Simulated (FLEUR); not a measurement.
Crystal: CO2.

```xyz
6
Lattice="-1.9747 1.9747 3.0141 1.9747 -1.9747 3.0141 1.9747 1.9747 -3.0141" Properties=species:S:1:pos:R:3 pbc="T T T"
O     1.3223    0.9874    3.7676
O     0.6525    0.9874    0.7535
O     2.9621    0.6525   -0.7535
O    -0.9874    1.3223    2.2605
C     0.0000    0.0000    0.0000
C     0.0000    1.9747    1.5070
```

The cell comes from a database or a generator and needn't be the stable form of this composition.

Base run:

| Item | Value |
| --- | --- |
| Program | FLEUR MaX-R8.1 (later development tree) |
| Functional | PBEsol |
| Potentials or basis | all-electron |
| Basis | FLAPW |
| Kmax | 5.85 1/bohr |
| k mesh | 9 × 9 × 9 |
| Occupations | fermi-dirac, width 0.05 eV |
| Spin | no spin polarisation |

Its results: band gap on the k mesh 7.57 eV, indirect (least direct gap 8.04 eV).

Task: The run is repeated on the same cell with these changes: functional from PBEsol to r2SCAN. What comes out?

Result: Band gap on the k mesh 8.49 eV, indirect (least direct gap 8.90 eV).

r2SCAN gives the wider gap, since meta-GGAs in the generalised Kohn-Sham scheme recover part of the derivative discontinuity.

Caveats: the meta-GGA is that of a development version, with a GGA for the radial functions and cores and without core tails (some runs).

Not every run made on this cell is shown here.
